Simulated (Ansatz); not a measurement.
## S: what symmetry allows forces and stress to be

```
S
1.0
     5.67805    0.00000    0.00000
     0.00000    5.67805    0.00000
     0.00000    0.00000    2.94962
S
4
Direct
  0.88339 0.90981 0.50000
  0.11661 0.11661 0.50000
  0.38339 0.61661 0.00000
  0.61661 0.38339 0.00000
```

Theory: DFT PBEsol, scalar-relativistic, plane waves, PAW (Ansatz).

Plane waves to 420 eV, a k mesh through Γ of 8×8×12 on the computed 4-atom cell and Gaussian smearing (0.10 eV); no spin polarisation.

This distorted cell has space group Pm, with 2 operations.

Problem. Without a calculation: in which directions can each atom feel a force?

Solution. A force must be left unchanged by every operation that keeps its atom in place, so it lies in the space that those operations leave fixed. Atoms that the group maps onto each other feel forces of one size.
```tsv
atom	site symmetry	operations at the site	equivalent to atom	allowed force (Cartesian)
S1	m	2	1	in the plane normal to (0.00, 0.00, 1.00)
S2	m	2	2	in the plane normal to (0.00, 0.00, 1.00)
S3	m	2	3	in the plane normal to (0.00, 0.00, 1.00)
S4	m	2	4	in the plane normal to (0.00, 0.00, 1.00)
```

That leaves 8 independent force components of 12, tied by 2 conditions that the forces sum to zero, so 6 remain. A relaxation in this cell that keeps the symmetry moves the atoms in these directions alone.

Problem. And the stress tensor?

Solution. It must be invariant under the point group, which leaves 4 independent components: yz, xz vanish.

Problem. Do the computed values obey this?

Solution. Yes. Forces (eV/Å):
```
S1  -3.798 -3.425  0.000
S2   3.800  3.401  0.000
S3  -0.637  0.577  0.000
S4   0.636 -0.554  0.000
```

Stress (GPa, compression positive, xx yy zz yz xz xy): 8.44 6.49 -1.36 0.00 0.00 6.29. The program imposes the same operations on density, forces and stress, so this confirms the analysis and is no independent test of the calculation.

The cell holds molecules, and where no dispersion correction was added their binding is poorly described. Spin polarisation was left out, and a magnetic state may lie lower.

This form isn't the element's structure at ambient conditions.